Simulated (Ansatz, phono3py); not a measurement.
# Scattering channels in AlAs (F-43m), one at a time, part 3 of 4

Aim: with force constants in hand, see how mesh, solver, isotopes and boundaries change the conductivity of AlAs.

Measurements to reproduce:
- thermal conductivity 98 W/m/K near room temperature (given in “Combining the AFLOW GIBBS and Elastic Libraries to efficiently and robustly screen thermo-mechanical properties of solids”, 2017, arXiv:1611.05714)

phono3py 4.10.0; DFT LDA, scalar-relativistic, plane waves, PAW; PAW set soft_1; phono3py on Ansatz's force constants.

So far, κ at 300 K (W/m/K): step 2 (relaxation-time solution) 87.5; step 9 (q-mesh of the transport sums 17×17×17) 85.8; step 10 (q-mesh of the transport sums 23×23×23) 91.0; step 12 (boundary mean free path 0.01 micrometre) 5.72; step 13 (boundary mean free path 1 micrometre) 63.4.

**15. Adding coherences, third order supercell 3×3×3, supercell 6×6×6**

Close branches can carry heat by tunnelling between them, which the particle picture leaves out.

Input file phono3py.yaml:

```yaml
phono3py:
  version: "4.10.0"
  frequency_unit_conversion_factor: 15.633302
  symmetry_tolerance: 1.00000e-05

physical_unit:
  atomic_mass: "AMU"
  length: "angstrom"

space_group:
  type: "F-43m"
  number: 216
  Hall_symbol: "F -4 2 3"

primitive_matrix:
- [  1.000000000000000,  0.000000000000000,  0.000000000000000 ]
- [  0.000000000000000,  1.000000000000000,  0.000000000000000 ]
- [  0.000000000000000,  0.000000000000000,  1.000000000000000 ]

supercell_matrix:
- [   3,   0,   0 ]
- [   0,   3,   0 ]
- [   0,   0,   3 ]

# [primitive_cell block left out]
unit_cell:
  lattice:
  - [     0.000000000000000,     2.814436708000000,     2.814436708000000 ] # a
  - [     2.814436708000000,     0.000000000000000,     2.814436708000000 ] # b
  - [     2.814436708000000,     2.814436708000000,     0.000000000000000 ] # c
  points:
  - symbol: Al # 1
    coordinates: [  0.000000000000000,  0.000000000000000,  0.000000000000000 ]
    mass: 26.981538
    reduced_to: 1
  - symbol: As # 2
    coordinates: [  0.250000000000000,  0.250000000000000,  0.250000000000000 ]
    mass: 74.921595
    reduced_to: 2

# [supercell block left out]
phonon_supercell_matrix:
- [   6,   0,   0 ]
- [   0,   6,   0 ]
- [   0,   0,   6 ]

# [phonon_primitive_cell block left out]
# [phonon_supercell block left out]
nac:
  born_effective_charge:
  - # 1 (Al)
    - [  2.148050714916756,  0.000000000000000,  0.000000000000000 ]
    - [  0.000000000000000,  2.148050714916756,  0.000000000000000 ]
    - [  0.000000000000000,  0.000000000000000,  2.148050714916756 ]
  - # 2 (As)
    - [ -2.148050714916756,  0.000000000000000,  0.000000000000000 ]
    - [  0.000000000000000, -2.148050714916756,  0.000000000000000 ]
    - [  0.000000000000000,  0.000000000000000, -2.148050714916756 ]
  dielectric_constant:
    - [  9.438149174788510,  0.000000000000000,  0.000000000000000 ]
    - [  0.000000000000000,  9.438149174788506,  0.000000000000000 ]
    - [  0.000000000000000,  0.000000000000000,  9.438149174788510 ]
  unit_conversion_factor: 14.399645
```

On the command line:

```bash
phono3py phono3py.yaml --mesh 19 19 19 --br --isotope --tt smm19 --ts 100 150 200 300 400 500 600 800
```

Output:

```text
[banner, memory and clock lines left out]
Rust backend (phonors) using rayon (8 threads).
Running in phono3py.load mode.
Spglib version 2.8.0
----------------------------- General settings -----------------------------
Run mode: conductivity-RTA
HDF5 data compression filter: gzip
Crystal structure was read from "phono3py.yaml".
Supercell (dim): [3 3 3]
Phonon supercell (dim-fc2): [6 6 6]
Primitive matrix:
  [1. 0. 0.]
  [0. 1. 0.]
  [0. 0. 1.]
Spacegroup: F-43m (216)
Use -v option to watch primitive cell, unit cell, and supercell structures.
NAC parameters were read from "phono3py.yaml".
fc3 was read from "fc3.hdf5".
fc2 was read from "fc2.hdf5".
----------------------------- Force constants ------------------------------
Max drift of fc3: 0.00000000 (zzz) 0.00000000 (zzz) 0.00000000 (zzz)
Max drift of fc2: 0.00000000 (yy) 0.00000000 (yy)
--------------------------- Calculation settings ---------------------------
Non-analytical term correction (NAC): True
NAC unit conversion factor:  14.39964
BZ integration: Tetrahedron-method
Temperature:  100.0  150.0  200.0  300.0  400.0 ... 800.0
Cutoff frequency: 0.01
Mesh sampling: [ 19 19 19 ]
Generating grid system ... [ 19 19 19 ]
fc3-r2q-transformation over three atoms: True
Optional transport type: SMM19
--------------------------- Phonon calculations ----------------------------
  PRB 50, 13035(R) (1994), PRB 55, 10355 (1997)
  G-cutoff distance: 1.17, Number of G-points: 307, Lambda: 0.37
Running harmonic phonon calculations...
-------------------- Lattice thermal conductivity (RTA) --------------------
Running heat capacity calculations...
Running velocity calculations...
Running isotope scattering calculations with tetrahedron method...
======================= Grid point 0 (1/220) =======================
q-point: ( 0.00  0.00  0.00)
Boundary mean free path (millimeter): 1000.000
Mass variance parameters: 0.00e+00 0.00e+00
Number of triplets: 220
Frequency     group velocity (x, y, z)     |gv|
  -0.000   (   0.000    0.000    0.000)    0.000
  -0.000   (   0.000    0.000    0.000)    0.000
  -0.000   (   0.000    0.000    0.000)    0.000
  10.749   (  -0.000    0.000    0.000)    0.000
  10.749   (  -0.000    0.000   -0.000)    0.000
  10.749   (   0.000    0.000   -0.000)    0.000
======================= Grid point 1 (2/220) =======================
q-point: ( 0.05  0.00  0.00)
Boundary mean free path (millimeter): 1000.000
Mass variance parameters: 0.00e+00 0.00e+00
Number of triplets: 670
Frequency     group velocity (x, y, z)     |gv|
   0.469   ( -16.473   16.473   16.473)   28.531
   0.469   ( -16.473   16.473   16.473)   28.531
   1.026   ( -36.045   36.045   36.045)   62.431
  10.730   (   1.355   -1.355   -1.355)    2.347
  10.730   (   1.355   -1.355   -1.355)    2.347
  11.824   (   0.618   -0.618   -0.618)    1.071
[217 grid points left out]
======================= Grid point 1647 (220/220) =======================
q-point: (-0.26  0.47  0.21)
Boundary mean free path (millimeter): 1000.000
Mass variance parameters: 0.00e+00 0.00e+00
Number of triplets: 1810
Frequency     group velocity (x, y, z)     |gv|
   3.641   (  10.204    4.465   -0.000)   11.138
   3.959   (  -5.456    1.110    0.000)    5.567
   5.819   (   0.378   -2.165    0.000)    2.198
  10.023   (   4.693   -0.372   -0.000)    4.707
  10.117   (  -3.032    5.741   -0.000)    6.492
  10.260   (  -4.224   -8.706    0.000)    9.677
=================== End of collection of collisions ===================
----------- Thermal conductivity (W/m-k) with tetrahedron method -----------
#          T(K)        xx         yy         zz         yz         xz         xy
K_intra   100.0     354.899    354.899    354.899     -0.000      0.000      0.000
K_intra   150.0     195.849    195.849    195.849     -0.000      0.000      0.000
K_intra   200.0     137.336    137.336    137.336     -0.000      0.000      0.000
K_intra   300.0      87.467     87.467     87.467     -0.000      0.000      0.000
K_intra   400.0      64.620     64.620     64.620     -0.000      0.000      0.000
K_intra   500.0      51.350     51.350     51.350     -0.000      0.000      0.000
K_intra   600.0      42.639     42.639     42.639     -0.000      0.000      0.000
K_intra   800.0      31.867     31.867     31.867     -0.000      0.000      0.000

K_inter   100.0       1.269      1.269      1.269      0.000      0.000     -0.000
K_inter   150.0       0.722      0.722      0.722     -0.000      0.000     -0.000
K_inter   200.0       0.520      0.520      0.520     -0.000      0.000      0.000
K_inter   300.0       0.363      0.363      0.363     -0.000      0.000      0.000
K_inter   400.0       0.296      0.296      0.296     -0.000      0.000      0.000
K_inter   500.0       0.255      0.255      0.255     -0.000      0.000      0.000
K_inter   600.0       0.227      0.227      0.227     -0.000      0.000      0.000
K_inter   800.0       0.191      0.191      0.191     -0.000      0.000      0.000

K_TOT     100.0     356.168    356.168    356.168     -0.000      0.000      0.000
K_TOT     150.0     196.571    196.571    196.571     -0.000      0.000      0.000
K_TOT     200.0     137.856    137.856    137.856     -0.000      0.000      0.000
K_TOT     300.0      87.830     87.830     87.830     -0.000      0.000      0.000
K_TOT     400.0      64.916     64.916     64.916     -0.000      0.000      0.000
K_TOT     500.0      51.605     51.605     51.605     -0.000      0.000      0.000
K_TOT     600.0      42.866     42.866     42.866     -0.000      0.000      0.000
K_TOT     800.0      32.058     32.058     32.058     -0.000      0.000      0.000

Thermal conductivity related properties were written into
"kappa-m191919.hdf5".
Summary of calculation was written in "phono3py.yaml".
```

Wall time 27 s (8 threads of Arm Neoverse V1, shared host); peak memory 0.23 GiB.

Numbers from this step:

```
κ at 300 K            : 87.83 W/m/K
κ xx, yy, zz at 300 K : 87.83, 87.83, 87.83 W/m/K
```

W/m/K. Kappa, by row:

| T (K) | xx | yy | zz | yz | xz | xy | intra mean | inter mean |
| --- | --- | --- | --- | --- | --- | --- | --- | --- |
| 100 | 356.2 | 356.2 | 356.2 | 0 | 0 | 0 | 354.9 | 1.269 |
| 150 | 196.6 | 196.6 | 196.6 | 0 | 0 | 0 | 195.8 | 0.7221 |
| 200 | 137.9 | 137.9 | 137.9 | 0 | 0 | 0 | 137.3 | 0.5201 |
| 300 | 87.83 | 87.83 | 87.83 | 0 | 0 | 0 | 87.47 | 0.3634 |
| 400 | 64.92 | 64.92 | 64.92 | 0 | 0 | 0 | 64.62 | 0.2958 |
| 500 | 51.61 | 51.61 | 51.61 | 0 | 0 | 0 | 51.35 | 0.2554 |
| 600 | 42.87 | 42.87 | 42.87 | 0 | 0 | 0 | 42.64 | 0.2275 |
| 800 | 32.06 | 32.06 | 32.06 | 0 | 0 | 0 | 31.87 | 0.191 |

κ at 300 K goes from 87.5 in the base run to 87.8 W/(m K).

**16. Gaussian smearing, third order supercell 3×3×3, supercell 6×6×6**

A Gaussian replaces the tetrahedron method for energy conservation; its width must match the mesh.

phono3py.yaml is that of step 15.

On the command line:

```bash
phono3py phono3py.yaml --mesh 19 19 19 --br --isotope --sigma 0.03 --ts 100 300 600
```

Output:

```text
[banner, memory and clock lines left out]
Rust backend (phonors) using rayon (8 threads).
Running in phono3py.load mode.
Spglib version 2.8.0
----------------------------- General settings -----------------------------
Run mode: conductivity-RTA
HDF5 data compression filter: gzip
Crystal structure was read from "phono3py.yaml".
Supercell (dim): [3 3 3]
Phonon supercell (dim-fc2): [6 6 6]
Primitive matrix:
  [1. 0. 0.]
  [0. 1. 0.]
  [0. 0. 1.]
Spacegroup: F-43m (216)
Use -v option to watch primitive cell, unit cell, and supercell structures.
NAC parameters were read from "phono3py.yaml".
fc3 was read from "fc3.hdf5".
fc2 was read from "fc2.hdf5".
----------------------------- Force constants ------------------------------
Max drift of fc3: 0.00000000 (zzz) 0.00000000 (zzz) 0.00000000 (zzz)
Max drift of fc2: 0.00000000 (yy) 0.00000000 (yy)
--------------------------- Calculation settings ---------------------------
Non-analytical term correction (NAC): True
NAC unit conversion factor:  14.39964
BZ integration: Smearing=0.03
Temperature:  100.0  300.0  600.0
Cutoff frequency: 0.01
Mesh sampling: [ 19 19 19 ]
Generating grid system ... [ 19 19 19 ]
fc3-r2q-transformation over three atoms: True
--------------------------- Phonon calculations ----------------------------
  PRB 50, 13035(R) (1994), PRB 55, 10355 (1997)
  G-cutoff distance: 1.17, Number of G-points: 307, Lambda: 0.37
Running harmonic phonon calculations...
-------------------- Lattice thermal conductivity (RTA) --------------------
Running heat capacity calculations...
Running velocity calculations...
Running isotope scattering calculations sigma=0.03...
======================= Grid point 0 (1/220) =======================
q-point: ( 0.00  0.00  0.00)
Boundary mean free path (millimeter): 1000.000
Mass variance parameters: 0.00e+00 0.00e+00
Number of triplets: 220
Frequency     group velocity (x, y, z)     |gv|
  -0.000   (   0.000    0.000    0.000)    0.000
  -0.000   (   0.000    0.000    0.000)    0.000
  -0.000   (   0.000    0.000    0.000)    0.000
  10.749   (   0.000    0.000    0.000)    0.000
  10.749   (   0.000    0.000    0.000)    0.000
  10.749   (   0.000    0.000   -0.000)    0.000
======================= Grid point 1 (2/220) =======================
q-point: ( 0.05  0.00  0.00)
Boundary mean free path (millimeter): 1000.000
Mass variance parameters: 0.00e+00 0.00e+00
Number of triplets: 670
Frequency     group velocity (x, y, z)     |gv|
   0.469   ( -16.473   16.473   16.473)   28.531
   0.469   ( -16.473   16.473   16.473)   28.531
   1.026   ( -36.045   36.045   36.045)   62.431
  10.730   (   1.355   -1.355   -1.355)    2.347
  10.730   (   1.355   -1.355   -1.355)    2.347
  11.824   (   0.618   -0.618   -0.618)    1.071
[217 grid points left out]
======================= Grid point 1647 (220/220) =======================
q-point: (-0.26  0.47  0.21)
Boundary mean free path (millimeter): 1000.000
Mass variance parameters: 0.00e+00 0.00e+00
Number of triplets: 1810
Frequency     group velocity (x, y, z)     |gv|
   3.641   (  10.204    4.465   -0.000)   11.138
   3.959   (  -5.456    1.110    0.000)    5.567
   5.819   (   0.378   -2.165    0.000)    2.198
  10.023   (   4.693   -0.372   -0.000)    4.707
  10.117   (  -3.032    5.741   -0.000)    6.492
  10.260   (  -4.224   -8.706    0.000)    9.677
=================== End of collection of collisions ===================
----------- Thermal conductivity (W/m-k) for sigma=0.03 -----------
#  T(K)        xx         yy         zz         yz         xz         xy
  100.0     356.030    356.030    356.030     -0.000      0.000      0.000
  300.0      87.290     87.290     87.290     -0.000      0.000      0.000
  600.0      42.517     42.517     42.517     -0.000      0.000      0.000

Thermal conductivity related properties and sigma 0.03
were written into "kappa-m191919-s0.03.hdf5".
Summary of calculation was written in "phono3py.yaml".
```

Run time: 23 s. Hardware: 8 threads; peak memory 0.23 GiB.

This step gave:

* κ at 300 K: 87.29 W/m/K
* κ xx, yy, zz at 300 K: 87.29, 87.29, 87.29 W/m/K

W/m/K. Kappa, by row:

| T (K) | xx | yy | zz | yz | xz | xy |
| --- | --- | --- | --- | --- | --- | --- |
| 100 | 356 | 356 | 356 | 0 | 0 | 0 |
| 300 | 87.29 | 87.29 | 87.29 | 0 | 0 | 0 |
| 600 | 42.52 | 42.52 | 42.52 | 0 | 0 | 0 |

With a width of 0.03 THz κ at 300 K is 87.3 W/(m K), -0.2 % from the tetrahedron value.

**17. Gaussian smearing, third order supercell 3×3×3, supercell 6×6×6 (run 2)**

A Gaussian replaces the tetrahedron method for energy conservation; its width must match the mesh.

phono3py.yaml is that of step 16.

On the command line:

```bash
phono3py phono3py.yaml --mesh 19 19 19 --br --isotope --sigma 0.4 --ts 100 300 600
```

Output:

```text
[banner, memory and clock lines left out]
Rust backend (phonors) using rayon (8 threads).
Running in phono3py.load mode.
Spglib version 2.8.0
----------------------------- General settings -----------------------------
Run mode: conductivity-RTA
HDF5 data compression filter: gzip
Crystal structure was read from "phono3py.yaml".
Supercell (dim): [3 3 3]
Phonon supercell (dim-fc2): [6 6 6]
Primitive matrix:
  [1. 0. 0.]
  [0. 1. 0.]
  [0. 0. 1.]
Spacegroup: F-43m (216)
Use -v option to watch primitive cell, unit cell, and supercell structures.
[...]
10.117   (  -3.032    5.741   -0.000)    6.492
  10.260   (  -4.224   -8.706    0.000)    9.677
=================== End of collection of collisions ===================
----------- Thermal conductivity (W/m-k) for sigma=0.4 -----------
#  T(K)        xx         yy         zz         yz         xz         xy
  100.0     303.021    303.021    303.021     -0.000      0.000      0.000
  300.0      75.764     75.764     75.764     -0.000      0.000      0.000
  600.0      36.763     36.763     36.763     -0.000      0.000      0.000

Thermal conductivity related properties and sigma 0.4
were written into "kappa-m191919-s0.4.hdf5".
Summary of calculation was written in "phono3py.yaml".
```

Wall time 23 s (8 threads); peak memory 0.23 GiB.

This step gave:

- κ at 300 K: 75.76 W/m/K
- κ xx, yy, zz at 300 K: 75.76, 75.76, 75.76 W/m/K

With a width of 0.4 THz κ at 300 K is 75.8 W/(m K), -13.4 % from the tetrahedron value; a width this large blurs energy conservation.

Between step 16 and this run (sigma 0.4 THz) the value for the κ at 300 K moves from 87.3 W/m/K to 75.8 W/m/K (-13 %).

**18. Two-phonon phase space, third order supercell 3×3×3, supercell 6×6×6**

The two-phonon density of states counts the channels open to a mode, without matrix elements.

phono3py.yaml is that of step 17.

On the command line:

```bash
phono3py phono3py.yaml --mesh 23 23 23 --jdos --gp 0 --num-freq-points 80
```

Output:

```text
[banner, memory and clock lines left out]
Rust backend (phonors) using rayon (8 threads).
Running in phono3py.load mode.
Spglib version 2.8.0
----------------------------- General settings -----------------------------
Run mode: jdos
HDF5 data compression filter: gzip
Crystal structure was read from "phono3py.yaml".
Supercell (dim): [3 3 3]
Phonon supercell (dim-fc2): [6 6 6]
Primitive matrix:
  [1. 0. 0.]
  [0. 1. 0.]
  [0. 0. 1.]
Spacegroup: F-43m (216)
Use -v option to watch primitive cell, unit cell, and supercell structures.
NAC parameters were read from "phono3py.yaml".
fc3 was read from "fc3.hdf5".
fc2 was read from "fc2.hdf5".
----------------------------- Force constants ------------------------------
Max drift of fc3: 0.00000000 (zzz) 0.00000000 (zzz) 0.00000000 (zzz)
Max drift of fc2: 0.00000000 (yy) 0.00000000 (yy)
--------------------------- Calculation settings ---------------------------
Non-analytical term correction (NAC): True
NAC unit conversion factor:  14.39964
BZ integration: Tetrahedron-method
Cutoff frequency: 0.01
Number of frequency sampling points: 80
Mesh sampling: [ 23 23 23 ]
Generating grid system ... [ 23 23 23 ]
  PRB 50, 13035(R) (1994), PRB 55, 10355 (1997)
  G-cutoff distance: 1.17, Number of G-points: 307, Lambda: 0.37
--------------------------------- Joint DOS ---------------------------------
Running harmonic phonon calculations...
======================= Grid point 0 (1/1) =======================
q-point: ( 0.00  0.00  0.00)
Number of triplets: 364
Frequency
  -0.000
  -0.000
  -0.000
  10.749
  10.749
  10.749
Tetrahedron method is used.
Calculations at 80 frequency points are divided into 8 batches.
1/8: [ 1  2  3  4  5  6  7  8  9 10]
2/8: [11 12 13 14 15 16 17 18 19 20]
3/8: [21 22 23 24 25 26 27 28 29 30]
4/8: [31 32 33 34 35 36 37 38 39 40]
5/8: [41 42 43 44 45 46 47 48 49 50]
6/8: [51 52 53 54 55 56 57 58 59 60]
7/8: [61 62 63 64 65 66 67 68 69 70]
8/8: [71 72 73 74 75 76 77 78 79 80]
JDOS is written into "jdos-m232323-g0.dat".
```

It took 2.2 s on 8 threads; peak memory 0.23 GiB.

Joint density of states at Gamma against frequency; read off at these points:

| frequency (THz) | absorption class (1/THz) | decay class (1/THz) |
| --- | --- | --- |
| 0.00 | 0 | 0 |
| 0.60 | 7.96 | 0.00291 |
| 1.21 | 2.82 | 0.0154 |
| 1.81 | 2.62 | 0.0417 |
| 2.71 | 2.14 | 0.106 |
| 3.31 | 0.965 | 0.187 |
| 3.92 | 1.27 | 0.366 |
| 4.22 | 4.58 | 0.652 |
| 4.52 | 3.16 | 0.789 |
| 5.12 | 2.12 | 1.02 |
| 5.72 | 0.988 | 1.80 |
| 6.33 | 3.16 | 1.48 |
| 6.93 | 5.17 | 1.67 |
| 7.23 | 5.78 | 1.25 |
| 7.83 | 4.28 | 1.20 |
| 8.44 | 2.89 | 2.03 |
| 9.04 | 1.33 | 1.69 |
| 9.64 | 0.550 | 1.32 |
| 10.24 | 0.216 | 0.131 |
| 10.85 | 0.0723 | 0.214 |
| 11.45 | 0 | 0.633 |
| 12.35 | 0 | 1.75 |
| 12.95 | 0 | 5.88 |
| 13.56 | 0 | 5.94 |
| 14.16 | 0 | 4.25 |
| 14.76 | 0 | 1.58 |
| 15.36 | 0 | 1.47 |
| 15.97 | 0 | 6.7 |
| 16.87 | 0 | 0.759 |
| 17.47 | 0 | 0.183 |
| 18.08 | 0 | 0 |
| 18.68 | 0 | 0 |
| 19.28 | 0 | 0 |
| 19.88 | 0 | 2.52 |
| 20.49 | 0 | 4.17 |
| 21.09 | 0 | 3.94 |
| 21.99 | 0 | 1.22 |
| 22.60 | 0 | 0.290 |
| 23.20 | 0 | 0.245 |
| 23.80 | 0 | 0 |

Distinct peaks of the joint density of states at Gamma (absorption class) stand at 0.60, 1.81, 4.22 and 7.23 THz; the one at 0.6 THz is strongest.

(Continued in part 4 of 4.)

[Logs are printed without paths, hosts, clocks, repeated set-up lines and the standing remarks that a program may print on its own settings, such as how far it seeks lower states.]

[Hosts, paths, dates, database ids (printed as entryN), source tags and the programs' standing remarks are cut or masked in the printed files.]

[A step with changed settings may run another functional than the one named; its input shows which.]

[Pressures of single members of a volume series are the stress at the run's cutoff; with an incomplete basis they can lie off −dE/dV of the same runs, and they are not shown converged.]
